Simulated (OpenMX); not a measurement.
# SnO in OpenMX: convergence with ElectronicTemperature

Input of the first run (ElectronicTemperature 3000 K); the others differ in this setting and in those tied to it:

Contents of SnO.dat:

```
System.CurrrentDirectory             ./
System.Name                          SnO
DATA.PATH                            ./DFT_DATA13
level.of.stdout                      1
level.of.fileout                     0
Species.Number                       2
<Definition.of.Atomic.Species
  Sn  Sn7.0-s3p2d1           Sn_CA13
  O   O6.0-s2p2              O_CA13
Definition.of.Atomic.Species>

Atoms.Number                         4
Atoms.SpeciesAndCoordinates.Unit     Ang
<Atoms.SpeciesAndCoordinates
    1  Sn    1.9152415532    0.0274776741    3.7138879529   7.000  7.000
    2  Sn    0.0024407649    1.8956506008    1.1549633155   7.000  7.000
    3  O     0.0086227649    0.0018076915    0.0113180912   3.000  3.000
    4  O     1.8883626293    1.8814865368   -0.0216930081   3.000  3.000
Atoms.SpeciesAndCoordinates>

Atoms.UnitVectors.Unit               Ang
<Atoms.UnitVectors
     3.8136952200    0.0000000000    0.0000000000
     0.0000000000    3.8136952200    0.0000000000
     0.0000000000    0.0000000000    4.8869133000
Atoms.UnitVectors>

scf.XcType                           LDA
scf.SpinPolarization                 off
scf.ElectronicTemperature            3000.0
scf.energycutoff                     500.0
scf.maxIter                          100
scf.EigenvalueSolver                 band
scf.Kgrid                            5 5 5
scf.Mixing.Type                      rmm-diisk
scf.Init.Mixing.Weight               0.05
scf.Min.Mixing.Weight                0.001
scf.Max.Mixing.Weight                0.3
scf.Mixing.History                   25
scf.Mixing.StartPulay                8
scf.criterion                        1.0e-8
scf.stress.tensor                    on
MD.Type                              nomd
```

Potentials or basis: OpenMX 2013 LDA set, Sn7.0-s3p2d1, O6.0-s2p2, grid cutoff 500 Ry.

The run is started by

```sh
$ openmx SnO.dat -nt 1 > SnO.std
```

The cell isn't the ideal one: atoms moved at random, drawn with an rms of 0.02 Å.

The cell is a database's computed one.

Hardware: 1 thread of Arm Neoverse V2, on a shared host.

| ElectronicTemperature | energy less the tightest run, at zero smearing (meV/atom) | pressure (GPa) | largest force (eV/Å) | gap on the mesh (eV) | SCF cycles | CPU time (s) | peak memory (GiB) |
| --- | --- | --- | --- | --- | --- | --- | --- |
| 3000 K | 2.61 | 1.62 | 0.938 | 0.559 | 20 | 66 | 0.99 |
| 2000 K | 0.77 | 1.67 | 0.912 | 0.555 | 20 | 65 | 0.99 |
| 1200 K | 0.15 | 1.71 | 0.894 | 0.552 | 20 | 65 | 0.99 |
| 800 K | 0.03 | 1.73 | 0.888 | 0.552 | 20 | 65 | 0.99 |
| 500 K | 0.00 | 1.73 | 0.887 | 0.551 | 20 | 65 | 0.99 |
| 300 K | 0.00 | 1.73 | 0.886 | 0.551 | 20 | 66 | 0.99 |
| 150 K | 0.00 | 1.73 | 0.886 | 0.551 | 20 | 65 | 0.99 |
| 75 K | 0.00 | 1.73 | 0.886 | 0.551 | 20 | 66 | 0.99 |

Against the tightest run, the energy stays within 1 meV/atom from 2000 K on; the pressure stays within 0.1 GPa from 2000 K on; the largest force stays within 0.005 eV/Å from 800 K on; the gap on the mesh stays within 0.01 eV from 3000 K on. The tightest run that finished is the yardstick and may itself not be fully converged.

Caveat, for the tightest run too: spin-orbit coupling is left out, which moves the levels of the heavy elements; an odd mesh through Γ misses points on the zone boundary, where band edges often lie; the basis of atomic orbitals isn't converged, which shifts pressures, moduli and gaps.
